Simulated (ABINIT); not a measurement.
The system is BP.

```xyz
2
Lattice="0.0000 2.2690 2.2690 2.2690 0.0000 2.2690 2.2690 2.2690 0.0000" Properties=species:S:1:pos:R:3 pbc="T T T"
P     3.4035    3.4035    3.4035
B     0.0000    0.0000    0.0000
```

Base run:

```yaml
Program: ABINIT 10.8.3 (patched build)
Functional: PBE
Potentials_or_basis: Ansatz NC PBE
Cutoff: 1116 eV
k_mesh: 10 × 10 × 10
Occupations: fermi-dirac, width 0.05 eV
Spin: no spin polarisation
```

Its results: band gap on the k mesh 1.25 eV, indirect (least direct gap 3.40 eV); pressure 1.1 GPa.

Question: The run is repeated on the same cell with these changes: functional from PBE to LDA; potentials or basis from Ansatz NC PBE to JTH PAW LDA v2.0; cutoff from 1116 eV to 544 eV. What comes out?

Answer: Band gap on the k mesh 1.19 eV, indirect (least direct gap 3.38 eV); pressure -5.4 GPa.
